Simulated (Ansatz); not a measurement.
# BaF2: energy and pressure over a range of volumes

The task here is to estimate one member of a computed series from the others.

Method: DFT LDA, scalar-relativistic, in Ansatz 0.2.0.

## The starting structure

It takes space group Fm-3m (No. 225, cubic). The conventional cell has a = 6.200 Å, b = 6.200 Å, c = 6.200 Å, α = 90.00°, β = 90.00°, γ = 90.00°. Ba (site symmetry m-3m) is surrounded by 8 F at 2.68 Å. Around F (site symmetry -43m) lie 4 Ba at 2.68 Å.

As a file:

```xyz
3
Lattice="0.0000 3.1000 3.1000 3.1000 0.0000 3.1000 3.1000 3.1000 0.0000" Properties=species:S:1:pos:R:3 pbc="T T T"
Ba    0.0000    0.0000    0.0000
F     1.5500    1.5500    1.5500
F     4.6501    4.6501    4.6501
```

Atoms are numbered in the order of the input: Ba1, F2, F3.

Set-up of the first run:

Input file input.yaml:

```yaml
crystal:
  lattice:
    - [0.0, 3.0581522964, 3.0581522964]
    - [3.0581522964, 0.0, 3.0581522964]
    - [3.0581522964, 3.0581522964, 0.0]
  atoms:
    - { symbol: Ba, position: [0.0, 0.0, 0.0] }
    - { symbol: F, position: [0.25, 0.25, 0.25] }
    - { symbol: F, position: [0.75, 0.75, 0.75] }
kpoints:
  mp_grid: { grid: [8, 8, 8] }
  band_path:
    path:
      - [0.0, 0.0, 0.0]
      - [0.5, 0.0, 0.5]
      - [0.625, 0.25, 0.625]
      - [0.375, 0.375, 0.75]
      - [0.0, 0.0, 0.0]
      - [0.5, 0.5, 0.5]
      - [0.5, 0.25, 0.75]
      - [0.5, 0.0, 0.5]
    npoints: 5
scf:
  occupations: { method: fermi_dirac, width: 0.01 }
hamiltonian:
  xc: lda
  pseudopotentials: { kind: all_electron, lapw: { basis_error: 0.001 } }
output:
  forces: true
  stress: true
  eigenvalues: true
```

The run is started by

```sh
> ansatz run input.yaml --threads 1 --pin off --max-ram 4096MiB --backend cpu --events-out ev --progress --plain --runs-dir out
```

Steps of the session up to this table: Volume × 0.96, LAPW; Volume × 0.96, PAW; Volume × 0.96, crystal datasets; Volume × 0.99, LAPW; Volume × 0.99, PAW; Volume × 0.99, crystal datasets; Volume × 1.02, LAPW; Volume × 1.02, PAW; Volume × 1.02, crystal datasets; Volume × 1.06, LAPW; Volume × 1.06, PAW; Volume × 1.06, crystal datasets.

One table of the session follows, with a row left open; its other results are not shown here.

It belongs to the step «The equation of state». 

| method | volume (Å³/atom) | pressure (GPa) | gap on the k mesh (eV) |
| --- | --- | --- | --- |
| LAPW | 19.067 | -2.33 | 6.61 |
| LAPW | 19.663 | -4.05 | 6.49 |
| LAPW | 20.259 | -5.48 | 6.36 |
| LAPW | 21.053 | -7.00 | 6.20 |
| PAW | 19.067 | ? | ? |
| PAW | 19.663 | -4.06 | 6.49 |
| PAW | 20.259 | -5.49 | 6.37 |
| PAW | 21.053 | -7.01 | 6.21 |
| crystal datasets | 19.067 | -2.33 | 6.61 |
| crystal datasets | 19.663 | -4.05 | 6.49 |
| crystal datasets | 20.259 | -5.48 | 6.36 |
| crystal datasets | 21.053 | -7.00 | 6.20 |

**Question.** Estimate the row for PAW, 19.067.

The run gave: pressure (GPa): -2.34; gap on the k mesh (eV): 6.62. In the column «pressure (GPa)» it lies between crystal datasets, 19.663 (-4.05) and LAPW, 19.067 (-2.33).

Caveats from the session: Warnings in the runs' records: gradients without spin orbit, crystal datasets made.
